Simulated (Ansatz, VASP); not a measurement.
**One calculation of MgO, two programs**

```
Mg O
1.0
     3.48638    0.00000    0.00000
    -1.74319    3.01929    0.00000
     0.00000    0.00000    4.17804
Mg O
2 2
Cartesian
  1.7432 1.0064 3.1335
  0.0000 2.0129 1.0445
  1.7432 1.0064 1.0445
  0.0000 2.0129 3.1335
```

Measurements of this composition are mostly on another form, of space group No. 225.

Alike in both runs: task single point; functional PBE; k mesh 6 × 6 × 4; occupations gaussian, width 0.1 eV; no spin polarisation.

|  | VASP | Ansatz |
| --- | --- | --- |
| version | VASP 6.6.1 | Ansatz 0.2.0 |
| potentials or method | VASP PAW PBE potentials, release 64 (Mg, O) | scalar-relativistic, plane waves, PAW |
| plane-wave cutoff (eV) | 520 | 420 |
| valence electrons in the cell | 16 | 32 |

|  | VASP | Ansatz | Ansatz less VASP |
| --- | --- | --- | --- |
| gap on the k mesh at the Fermi level (eV) | 3.44 | 3.46 | +0.016 |
| least direct gap on the mesh (eV) | 3.44 | 3.46 | +0.016 |
| pressure (GPa) | 4.1 | 4.5 | +0.49 |
| largest component of the traceless stress (GPa) | 0.62 | 0.72 | +0.102 |

The two sets of potentials don't hold the same shells in valence.
